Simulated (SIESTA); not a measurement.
CdSe:

```xyz
2
Lattice="0.0000 3.0703 3.0703 3.0703 0.0000 3.0703 3.0703 3.0703 0.0000" Properties=species:S:1:pos:R:3 pbc="T T T"
Cd    0.0000    0.0000    0.0000
Se    1.5351    1.5351    1.5351
```

Measurements of this composition are mostly on another form, of space group No. 186.

Base run:

| Item | Value |
| --- | --- |
| Program | SIESTA 5.4.2 |
| Functional | PBE |
| Potentials or basis | PseudoDojo 0.4 standard (PBE files) |
| Basis | TZDP (energy shift 0.003 Ry; two zetas on semicore shells) |
| Grid cutoff | 800 Ry |
| Energy shift | 0.003 Ry |
| k mesh | 8 × 8 × 8 |
| Occupations | fermi-dirac, width 0.05 eV |
| Spin | no spin polarisation |

Its results: band gap on the k mesh 0.71 eV, direct; pressure 1.8 GPa.

Q: The run is repeated on the same cell with these changes: basis from TZDP (energy shift 0.003 Ry; two zetas on semicore shells) to DZP (energy shift 0.003 Ry; two zetas on semicore shells). What comes out?

A: Band gap on the k mesh 0.78 eV, direct; pressure 1.4 GPa.

Caveats: the basis of atomic orbitals isn't converged, which shifts pressures, moduli and gaps.
